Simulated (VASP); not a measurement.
# Ca (P6_3/mmc) in VASP: further runs, part 2 of 8

VASP 6.6.1. The steps go on from the part before.

### Step 12. Equation of state, PBE, 43.38 Å³/atom

The input, INCAR:

```
SYSTEM = Ca
ADDGRID  = .False.      
ALGO     = Normal         ! electronic algorithm
EDIFF    = 1E-6           ! SCF threshold, eV
ENCUT    = 520            ! plane-wave cutoff, eV
GGA      = PE             ! functional
ISIF     = 2              ! what is computed and relaxed
ISMEAR   = 1              ! smearing method
LASPH    = .True.         ! aspherical terms in the spheres
LCHARG   = .False.        ! write CHGCAR
LREAL    = .False.        ! projectors in reciprocal space
LWAVE    = .False.        ! write WAVECAR
NELM     = 100            ! most SCF steps
PREC     = Accurate       ! precision mode
SIGMA    = 0.1            ! smearing width, eV
```

The input, KPOINTS:

```
k-points
0
Gamma
  4 4 2
  0 0 0
```

The input, POSCAR:

```
Ca
1.0
    3.9397952310      0.0000000000      0.0000000000
   -1.9698976155      3.4119627558      0.0000000000
    0.0000000000      0.0000000000      6.4541369111
Ca
2
Direct
    0.6666666667      0.3333333333      0.7500000000
    0.3333333333      0.6666666667      0.2500000000
```

Potentials or basis: VASP PAW PBE potentials, release 64 (Ca_sv).

Started as:

```
cat potpaw_PBE.64/Ca_sv/POTCAR > POTCAR
mpirun -np 1 vasp_std > vasp.out
```

Wall time 6.3 s (1 thread of Intel Xeon 6975P-C (Granite Rapids), shared host); peak memory 0.19 GiB.

These settings aren't checked as converged: the numbers below hold their error.

What came out:

```
Free energy            : -3.8630 eV
Pressure               : -0.3 GPa
Band gap on the k mesh : none (metal or under the smearing width)
```

Caveat: the k mesh is coarse (spacing up to 0.49 Å⁻¹), so the values aren't converged.

### Step 13. Equation of state, PBE, 46.06 Å³/atom

INCAR is that of step 12.

KPOINTS is that of step 12.

The input, POSCAR:

```
Ca
1.0
    4.0194085035      0.0000000000      0.0000000000
   -2.0097042518      3.4809098723      0.0000000000
    0.0000000000      0.0000000000      6.5845586540
Ca
2
Direct
    0.6666666667      0.3333333333      0.7500000000
    0.3333333333      0.6666666667      0.2500000000
```

Started as:

```
cat potpaw_PBE.64/Ca_sv/POTCAR > POTCAR
mpirun -np 1 vasp_std > vasp.out
```

It took 6.6 s on 1 thread of Intel Xeon 6975P-C (Granite Rapids), shared host; peak memory 0.19 GiB.

These settings aren't checked as converged: the numbers below hold their error.

What came out:

```
Free energy            : -3.8366 eV
Pressure               : -1.2 GPa
Band gap on the k mesh : none (metal or under the smearing width)
```

Caveat: the k mesh is coarse (spacing up to 0.48 Å⁻¹), so the values aren't converged.

### Step 14. Equation of state, PBE, 43.38 Å³/atom

Edit INCAR of step 13 so:

```diff
@@ -4,3 +4,3 @@
 EDIFF    = 1E-6           ! SCF threshold, eV
-ENCUT    = 520            ! plane-wave cutoff, eV
+ENCUT    = 650            ! plane-wave cutoff, eV
 GGA      = PE             ! functional
```

KPOINTS is that of step 13.

The input, POSCAR:

```
Ca
1.0
    3.9397952310      0.0000000000      0.0000000000
   -1.9698976155      3.4119627558      0.0000000000
    0.0000000000      0.0000000000      6.4541369111
Ca
2
Direct
    0.6666666667      0.3333333333      0.7500000000
    0.3333333333      0.6666666667      0.2500000000
```

Started as:

```
cat potpaw_PBE.64/Ca_sv/POTCAR > POTCAR
mpirun -np 1 vasp_std > vasp.out
```

Run time: 8.8 s. Hardware: 1 thread of Intel Xeon 6975P-C (Granite Rapids), shared host; peak memory 0.24 GiB.

The run converged, but some of its settings lie outside the range that counts as converged, so its numbers aren't taken as properties of the crystal.

What came out:

* Free energy: -3.8628 eV
* Pressure: -0.3 GPa
* Band gap on the k mesh: none (metal or under the smearing width)

Caveat: the k mesh is coarse (spacing up to 0.49 Å⁻¹), so the values aren't converged.

### Step 15. Equation of state, PBE, 46.06 Å³/atom

INCAR is that of step 14.

KPOINTS is that of step 14.

The input, POSCAR:

```
Ca
1.0
    4.0194085035      0.0000000000      0.0000000000
   -2.0097042518      3.4809098723      0.0000000000
    0.0000000000      0.0000000000      6.5845586540
Ca
2
Direct
    0.6666666667      0.3333333333      0.7500000000
    0.3333333333      0.6666666667      0.2500000000
```

Potentials or basis: VASP PAW PBE potentials, release 64 (Ca_sv).

Started as:

```
cat potpaw_PBE.64/Ca_sv/POTCAR > POTCAR
mpirun -np 1 vasp_std > vasp.out
```

Run time: 9.2 s. Hardware: 1 thread of Intel Xeon 6975P-C (Granite Rapids), shared host; peak memory 0.23 GiB.

The run converged, but some of its settings lie outside the range that counts as converged, so its numbers aren't taken as properties of the crystal.

Results:

* Free energy: -3.8364 eV
* Pressure: -1.2 GPa
* Band gap on the k mesh: none (metal or under the smearing width)

Caveat: the k mesh is coarse (spacing up to 0.48 Å⁻¹), so the values aren't converged.

### Step 16. Equation of state, PBE, 43.38 Å³/atom

Edit INCAR of step 15 so:

```diff
@@ -4,3 +4,3 @@
 EDIFF    = 1E-6           ! SCF threshold, eV
-ENCUT    = 650            ! plane-wave cutoff, eV
+ENCUT    = 220            ! plane-wave cutoff, eV
 GGA      = PE             ! functional
```

The input, KPOINTS:

```
k-points
0
Gamma
  8 8 5
  0 0 0
```

The input, POSCAR:

```
Ca
1.0
    3.9397952310      0.0000000000      0.0000000000
   -1.9698976155      3.4119627558      0.0000000000
    0.0000000000      0.0000000000      6.4541369111
Ca
2
Direct
    0.6666666667      0.3333333333      0.7500000000
    0.3333333333      0.6666666667      0.2500000000
```

Started as:

```
cat potpaw_PBE.64/Ca_sv/POTCAR > POTCAR
mpirun -np 1 vasp_std > vasp.out
```

It took 5.3 s on 1 thread of Intel Xeon 6975P-C (Granite Rapids), shared host; peak memory 0.13 GiB.

The run converged, but a check on its numbers failed (symmetry, net force, bounds or a known fault of this set-up), so they aren't taken as properties of the crystal.

Caveat: the cutoff lies under the usual one of these potentials, so the numbers hold a large basis-set error.

### Step 17. Equation of state, PBE, 46.06 Å³/atom

INCAR is that of step 16.

KPOINTS is that of step 16.

The input, POSCAR:

```
Ca
1.0
    4.0194085035      0.0000000000      0.0000000000
   -2.0097042518      3.4809098723      0.0000000000
    0.0000000000      0.0000000000      6.5845586540
Ca
2
Direct
    0.6666666667      0.3333333333      0.7500000000
    0.3333333333      0.6666666667      0.2500000000
```

Started as:

```
cat potpaw_PBE.64/Ca_sv/POTCAR > POTCAR
mpirun -np 1 vasp_std > vasp.out
```

It took 5.2 s on 1 thread of Intel Xeon 6975P-C (Granite Rapids), shared host; peak memory 0.13 GiB.

The run converged, but a check on its numbers failed (symmetry, net force, bounds or a known fault of this set-up), so they aren't taken as properties of the crystal.

Caveat: the cutoff lies under the usual one of these potentials, so the numbers hold a large basis-set error.

### Step 18. Equation of state, PBE, 43.38 Å³/atom

Edit INCAR of step 17 so:

```diff
@@ -4,3 +4,3 @@
 EDIFF    = 1E-6           ! SCF threshold, eV
-ENCUT    = 220            ! plane-wave cutoff, eV
+ENCUT    = 340            ! plane-wave cutoff, eV
 GGA      = PE             ! functional
```

KPOINTS is that of step 17.

The input, POSCAR:

```
Ca
1.0
    3.9397952310      0.0000000000      0.0000000000
   -1.9698976155      3.4119627558      0.0000000000
    0.0000000000      0.0000000000      6.4541369111
Ca
2
Direct
    0.6666666667      0.3333333333      0.7500000000
    0.3333333333      0.6666666667      0.2500000000
```

Potentials or basis: VASP PAW PBE potentials, release 64 (Ca_sv).

Started as:

```
cat potpaw_PBE.64/Ca_sv/POTCAR > POTCAR
mpirun -np 1 vasp_std > vasp.out
```

Run time: 6.8 s. Hardware: 1 thread of Intel Xeon 6975P-C (Granite Rapids), shared host; peak memory 0.16 GiB.

The run converged, but some of its settings lie outside the range that counts as converged, so its numbers aren't taken as properties of the crystal.

What came out:

```yaml
Free_energy: -3.8654 eV
Pressure: -0.5 GPa
Band_gap_on_the_k_mesh: none (metal or under the smearing width)
```

### Step 19. Equation of state, PBE, 46.06 Å³/atom

INCAR is that of step 18.

KPOINTS is that of step 18.

The input, POSCAR:

```
Ca
1.0
    4.0194085035      0.0000000000      0.0000000000
   -2.0097042518      3.4809098723      0.0000000000
    0.0000000000      0.0000000000      6.5845586540
Ca
2
Direct
    0.6666666667      0.3333333333      0.7500000000
    0.3333333333      0.6666666667      0.2500000000
```

Started as:

```
cat potpaw_PBE.64/Ca_sv/POTCAR > POTCAR
mpirun -np 1 vasp_std > vasp.out
```

Run time: 7 s. Hardware: 1 thread of Intel Xeon 6975P-C (Granite Rapids), shared host; peak memory 0.16 GiB.

These settings aren't checked as converged: the numbers below hold their error.

What came out:

- Free energy: -3.8387 eV
- Pressure: -1.3 GPa
- Band gap on the k mesh: none (metal or under the smearing width)

### Step 20. Equation of state, PBE, 43.38 Å³/atom

Edit INCAR of step 19 so:

```diff
@@ -4,3 +4,3 @@
 EDIFF    = 1E-6           ! SCF threshold, eV
-ENCUT    = 340            ! plane-wave cutoff, eV
+ENCUT    = 400            ! plane-wave cutoff, eV
 GGA      = PE             ! functional
```

KPOINTS is that of step 19.

The input, POSCAR:

```
Ca
1.0
    3.9397952310      0.0000000000      0.0000000000
   -1.9698976155      3.4119627558      0.0000000000
    0.0000000000      0.0000000000      6.4541369111
Ca
2
Direct
    0.6666666667      0.3333333333      0.7500000000
    0.3333333333      0.6666666667      0.2500000000
```

Started as:

```
cat potpaw_PBE.64/Ca_sv/POTCAR > POTCAR
mpirun -np 1 vasp_std > vasp.out
```

Run time: 12 s. Hardware: 1 thread of Intel Xeon 6975P-C (Granite Rapids), shared host; peak memory 0.17 GiB.

The run converged, but some of its settings lie outside the range that counts as converged, so its numbers aren't taken as properties of the crystal.

What came out:

```yaml
Free_energy: -3.8598 eV
Pressure: -0.4 GPa
Band_gap_on_the_k_mesh: none (metal or under the smearing width)
```

### Step 21. Equation of state, PBE, 46.06 Å³/atom

INCAR is that of step 20.

KPOINTS is that of step 20.

The input, POSCAR:

```
Ca
1.0
    4.0194085035      0.0000000000      0.0000000000
   -2.0097042518      3.4809098723      0.0000000000
    0.0000000000      0.0000000000      6.5845586540
Ca
2
Direct
    0.6666666667      0.3333333333      0.7500000000
    0.3333333333      0.6666666667      0.2500000000
```

Potentials or basis: VASP PAW PBE potentials, release 64 (Ca_sv).

Started as:

```
cat potpaw_PBE.64/Ca_sv/POTCAR > POTCAR
mpirun -np 1 vasp_std > vasp.out
```

Run time: 12 s. Hardware: 1 thread of Intel Xeon 6975P-C (Granite Rapids), shared host; peak memory 0.18 GiB.

The run converged, but some of its settings lie outside the range that counts as converged, so its numbers aren't taken as properties of the crystal.

Results:

```
Free energy            : -3.8329 eV
Pressure               : -1.3 GPa
Band gap on the k mesh : none (metal or under the smearing width)
```

### Step 22. Equation of state, PBE, 43.38 Å³/atom

Edit INCAR of step 21 so:

```diff
@@ -4,3 +4,3 @@
 EDIFF    = 1E-6           ! SCF threshold, eV
-ENCUT    = 400            ! plane-wave cutoff, eV
+ENCUT    = 460            ! plane-wave cutoff, eV
 GGA      = PE             ! functional
```

KPOINTS is that of step 21.

The input, POSCAR:

```
Ca
1.0
    3.9397952310      0.0000000000      0.0000000000
   -1.9698976155      3.4119627558      0.0000000000
    0.0000000000      0.0000000000      6.4541369111
Ca
2
Direct
    0.6666666667      0.3333333333      0.7500000000
    0.3333333333      0.6666666667      0.2500000000
```

Started as:

```
cat potpaw_PBE.64/Ca_sv/POTCAR > POTCAR
mpirun -np 1 vasp_std > vasp.out
```

It took 13 s on 1 thread of Intel Xeon 6975P-C (Granite Rapids), shared host; peak memory 0.18 GiB.

The run converged, but some of its settings lie outside the range that counts as converged, so its numbers aren't taken as properties of the crystal.

What came out:

```
Free energy            : -3.8582 eV
Pressure               : -0.4 GPa
Band gap on the k mesh : none (metal or under the smearing width)
```

### Step 23. Equation of state, PBE, 46.06 Å³/atom

INCAR is that of step 22.

KPOINTS is that of step 22.

The input, POSCAR:

```
Ca
1.0
    4.0194085035      0.0000000000      0.0000000000
   -2.0097042518      3.4809098723      0.0000000000
    0.0000000000      0.0000000000      6.5845586540
Ca
2
Direct
    0.6666666667      0.3333333333      0.7500000000
    0.3333333333      0.6666666667      0.2500000000
```

Started as:

```
cat potpaw_PBE.64/Ca_sv/POTCAR > POTCAR
mpirun -np 1 vasp_std > vasp.out
```

Wall time 13 s (1 thread of Intel Xeon 6975P-C (Granite Rapids), shared host); peak memory 0.18 GiB.

The run converged, but some of its settings lie outside the range that counts as converged, so its numbers aren't taken as properties of the crystal.

What came out:

| Property | Result |
| --- | --- |
| Free energy | -3.8312 eV |
| Pressure | -1.2 GPa |
| Band gap on the k mesh | none (metal or under the smearing width) |

### Step 24. Equation of state, PBE, 43.38 Å³/atom

Edit INCAR of step 23 so:

```diff
@@ -4,3 +4,3 @@
 EDIFF    = 1E-6           ! SCF threshold, eV
-ENCUT    = 460            ! plane-wave cutoff, eV
+ENCUT    = 220            ! plane-wave cutoff, eV
 GGA      = PE             ! functional
```

The input, KPOINTS:

```
k-points
0
Gamma
  12 12 7
  0 0 0
```

The input, POSCAR:

```
Ca
1.0
    3.9397952310      0.0000000000      0.0000000000
   -1.9698976155      3.4119627558      0.0000000000
    0.0000000000      0.0000000000      6.4541369111
Ca
2
Direct
    0.6666666667      0.3333333333      0.7500000000
    0.3333333333      0.6666666667      0.2500000000
```

Potentials or basis: VASP PAW PBE potentials, release 64 (Ca_sv).

Started as:

```
cat potpaw_PBE.64/Ca_sv/POTCAR > POTCAR
mpirun -np 1 vasp_std > vasp.out
```

Wall time 10 s (1 thread of Intel Xeon 6975P-C (Granite Rapids), shared host); peak memory 0.14 GiB.

The run converged, but a check on its numbers failed (symmetry, net force, bounds or a known fault of this set-up), so they aren't taken as properties of the crystal.

Caveat: the cutoff lies under the usual one of these potentials, so the numbers hold a large basis-set error.

### Step 25. Equation of state, PBE, 46.06 Å³/atom

INCAR is that of step 24.

KPOINTS is that of step 24.

The input, POSCAR:

```
Ca
1.0
    4.0194085035      0.0000000000      0.0000000000
   -2.0097042518      3.4809098723      0.0000000000
    0.0000000000      0.0000000000      6.5845586540
Ca
2
Direct
    0.6666666667      0.3333333333      0.7500000000
    0.3333333333      0.6666666667      0.2500000000
```

Started as:

```
cat potpaw_PBE.64/Ca_sv/POTCAR > POTCAR
mpirun -np 1 vasp_std > vasp.out
```

Wall time 11 s (1 thread of Intel Xeon 6975P-C (Granite Rapids), shared host); peak memory 0.14 GiB.

The run converged, but a check on its numbers failed (symmetry, net force, bounds or a known fault of this set-up), so they aren't taken as properties of the crystal.

Caveat: the cutoff lies under the usual one of these potentials, so the numbers hold a large basis-set error.

### Step 26. Equation of state, PBE, 43.38 Å³/atom

Edit INCAR of step 25 so:

```diff
@@ -4,3 +4,3 @@
 EDIFF    = 1E-6           ! SCF threshold, eV
-ENCUT    = 220            ! plane-wave cutoff, eV
+ENCUT    = 520            ! plane-wave cutoff, eV
 GGA      = PE             ! functional
```

The input, KPOINTS:

```
k-points
0
Gamma
  8 8 5
  0 0 0
```

The input, POSCAR:

```
Ca
1.0
    3.9397952310      0.0000000000      0.0000000000
   -1.9698976155      3.4119627558      0.0000000000
    0.0000000000      0.0000000000      6.4541369111
Ca
2
Direct
    0.6666666667      0.3333333333      0.7500000000
    0.3333333333      0.6666666667      0.2500000000
```

Started as:

```
cat potpaw_PBE.64/Ca_sv/POTCAR > POTCAR
mpirun -np 1 vasp_std > vasp.out
```

Run time: 17 s. Hardware: 1 thread of Intel Xeon 6975P-C (Granite Rapids), shared host; peak memory 0.2 GiB.

The run converged, but some of its settings lie outside the range that counts as converged, so its numbers aren't taken as properties of the crystal.

Results:

- Free energy: -3.8584 eV
- Pressure: -0.4 GPa
- Band gap on the k mesh: none (metal or under the smearing width)

### Step 27. Equation of state, PBE, 46.06 Å³/atom

INCAR is that of step 26.

KPOINTS is that of step 26.

The input, POSCAR:

```
Ca
1.0
    4.0194085035      0.0000000000      0.0000000000
   -2.0097042518      3.4809098723      0.0000000000
    0.0000000000      0.0000000000      6.5845586540
Ca
2
Direct
    0.6666666667      0.3333333333      0.7500000000
    0.3333333333      0.6666666667      0.2500000000
```

Potentials or basis: VASP PAW PBE potentials, release 64 (Ca_sv).

Started as:

```
cat potpaw_PBE.64/Ca_sv/POTCAR > POTCAR
mpirun -np 1 vasp_std > vasp.out
```

Wall time 19 s (1 thread of Intel Xeon 6975P-C (Granite Rapids), shared host); peak memory 0.21 GiB.

These settings aren't checked as converged: the numbers below hold their error.

Results:

```
Free energy            : -3.8314 eV
Pressure               : -1.2 GPa
Band gap on the k mesh : none (metal or under the smearing width)
```

### Step 28. Equation of state, PBE, 43.38 Å³/atom

Edit INCAR of step 27 so:

```diff
@@ -4,3 +4,3 @@
 EDIFF    = 1E-6           ! SCF threshold, eV
-ENCUT    = 520            ! plane-wave cutoff, eV
+ENCUT    = 220            ! plane-wave cutoff, eV
 GGA      = PE             ! functional
```

The input, KPOINTS:

```
k-points
0
Gamma
  14 14 8
  0 0 0
```

The input, POSCAR:

```
Ca
1.0
    3.9397952310      0.0000000000      0.0000000000
   -1.9698976155      3.4119627558      0.0000000000
    0.0000000000      0.0000000000      6.4541369111
Ca
2
Direct
    0.6666666667      0.3333333333      0.7500000000
    0.3333333333      0.6666666667      0.2500000000
```

Started as:

```
cat potpaw_PBE.64/Ca_sv/POTCAR > POTCAR
mpirun -np 1 vasp_std > vasp.out
```

Run time: 15 s. Hardware: 1 thread of Intel Xeon 6975P-C (Granite Rapids), shared host; peak memory 0.15 GiB.

The run converged, but a check on its numbers failed (symmetry, net force, bounds or a known fault of this set-up), so they aren't taken as properties of the crystal.

Caveat: the cutoff lies under the usual one of these potentials, so the numbers hold a large basis-set error.

### Step 29. Equation of state, PBE, 46.06 Å³/atom

INCAR is that of step 28.

KPOINTS is that of step 28.

The input, POSCAR:

```
Ca
1.0
    4.0194085035      0.0000000000      0.0000000000
   -2.0097042518      3.4809098723      0.0000000000
    0.0000000000      0.0000000000      6.5845586540
Ca
2
Direct
    0.6666666667      0.3333333333      0.7500000000
    0.3333333333      0.6666666667      0.2500000000
```

Started as:

```
cat potpaw_PBE.64/Ca_sv/POTCAR > POTCAR
mpirun -np 1 vasp_std > vasp.out
```

Run time: 16 s. Hardware: 1 thread of Intel Xeon 6975P-C (Granite Rapids), shared host; peak memory 0.15 GiB.

The run converged, but a check on its numbers failed (symmetry, net force, bounds or a known fault of this set-up), so they aren't taken as properties of the crystal.

Caveat: the cutoff lies under the usual one of these potentials, so the numbers hold a large basis-set error.

### Step 30. Equation of state, PBE, 43.38 Å³/atom

Edit INCAR of step 29 so:

```diff
@@ -4,3 +4,3 @@
 EDIFF    = 1E-6           ! SCF threshold, eV
-ENCUT    = 220            ! plane-wave cutoff, eV
+ENCUT    = 650            ! plane-wave cutoff, eV
 GGA      = PE             ! functional
```

The input, KPOINTS:

```
k-points
0
Gamma
  8 8 5
  0 0 0
```

The input, POSCAR:

```
Ca
1.0
    3.9397952310      0.0000000000      0.0000000000
   -1.9698976155      3.4119627558      0.0000000000
    0.0000000000      0.0000000000      6.4541369111
Ca
2
Direct
    0.6666666667      0.3333333333      0.7500000000
    0.3333333333      0.6666666667      0.2500000000
```

Potentials or basis: VASP PAW PBE potentials, release 64 (Ca_sv).

Started as:

```
cat potpaw_PBE.64/Ca_sv/POTCAR > POTCAR
mpirun -np 1 vasp_std > vasp.out
```

Wall time 23 s (1 thread of Intel Xeon 6975P-C (Granite Rapids), shared host); peak memory 0.25 GiB.

These settings aren't checked as converged: the numbers below hold their error.

Results:

```
Free energy            : -3.8581 eV
Pressure               : -0.3 GPa
Band gap on the k mesh : none (metal or under the smearing width)
```

### Step 31. Equation of state, PBE, 46.06 Å³/atom

INCAR is that of step 30.

KPOINTS is that of step 30.

The input, POSCAR:

```
Ca
1.0
    4.0194085035      0.0000000000      0.0000000000
   -2.0097042518      3.4809098723      0.0000000000
    0.0000000000      0.0000000000      6.5845586540
Ca
2
Direct
    0.6666666667      0.3333333333      0.7500000000
    0.3333333333      0.6666666667      0.2500000000
```

Started as:

```
cat potpaw_PBE.64/Ca_sv/POTCAR > POTCAR
mpirun -np 1 vasp_std > vasp.out
```

Run time: 27 s. Hardware: 1 thread of Intel Xeon 6975P-C (Granite Rapids), shared host; peak memory 0.26 GiB.

These settings aren't checked as converged: the numbers below hold their error.

Results:

```yaml
Free_energy: -3.8312 eV
Pressure: -1.2 GPa
Band_gap_on_the_k_mesh: none (metal or under the smearing width)
```

(Continued in part 3 of 8.)
